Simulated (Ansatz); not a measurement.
Ge:

```
CELL_PARAMETERS angstrom
1.48805 -2.59469 0.00000
1.48805 2.59469 0.00000
0.00000 0.00000 4.72760
ATOMIC_POSITIONS crystal
Ge 0.33345 0.66655 0.25000
Ge 0.66655 0.33345 0.75000
```

This isn't the form of Ge at room conditions, which is diamond.

- Program: Ansatz 0.2.0
- Task: single point
- Functional: PBE
- Potentials or basis: all-electron LAPW, scalar-relativistic
- Cutoff: 199 eV (chosen from the basis error)
- Basis error allowed: 0.001 eV/atom
- k mesh: 10 × 10 × 6
- Occupations: fermi-dirac, width 0.05 eV
- Spin: no spin polarisation

On this cell: pressure 4.4 GPa; largest force under 0.003 eV/Å; band gap on the k mesh none (metal or under the smearing width).

The same run follows on a disturbed copy (atoms moved at random, drawn with an rms of 0.05 Å):

```
Ge
1.0
     1.48805   -2.59469    0.00000
     1.48805    2.59469    0.00000
     0.00000    0.00000    4.72760
Ge
2
Cartesian
  1.4977 0.9140 1.1971
  1.5104 -0.8905 3.5233
```

Problem. What does the disturbed cell give?

Solution. The energy (extrapolated to zero smearing) moves by +0.1 meV/atom; pressure 4.4 GPa; largest force 0.032 eV/Å; band gap on the k mesh none (metal or under the smearing width).

Forces in eV/Å, atoms in the order of the input:
```
Ge   0.000 -0.013 -0.030
Ge   0.000  0.013  0.030
```

Stress tensor (GPa, compression positive):
```
 3.64  0.02 -0.03
 0.02  3.39  0.05
-0.03  0.05  6.17
```
